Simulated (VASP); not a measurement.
**Ag: single point with PBE**

Crystal: Ag.

```
Ag
1.0
    -1.65160    1.65160    1.65160
     1.65160   -1.65160    1.65160
     1.65160    1.65160   -1.65160
Ag
1
Direct
  0.00000 0.00000 0.00000
```

The cell was built by a generator and needn't be a form met in nature.

```json
{"Program": "VASP 6.6.1", "Task": "single point", "Functional": "PBE", "Potentials or basis": "VASP PAW PBE potentials, release 64 (Ag)", "Cutoff": "520 eV", "k mesh": "18 × 18 × 18", "Occupations": "gaussian, width 0.05 eV", "Spin": "non-collinear spin, zero start, spin-orbit coupling", "Starting moments": "[[0.0, 0.0, 0.0]] μB", "Dipole correction": "no", "Further INCAR settings": "ALGO = Normal; EDIFF = 1e-07; NBANDS = 22"}
```

* Pressure: -0.2 GPa
* Net moment: 0.00 μB per cell
* Valence electrons inside the program's atomic spheres: Ag 9.83

Moments on the atoms (μB; x, y, z):
```
Ag  0.00 0.00 0.00
```

Run time: 88 s on 1 thread of Intel(R) Xeon(R) 6975P-C (Granite Rapids) (shared host), peak memory 0.26 GiB.
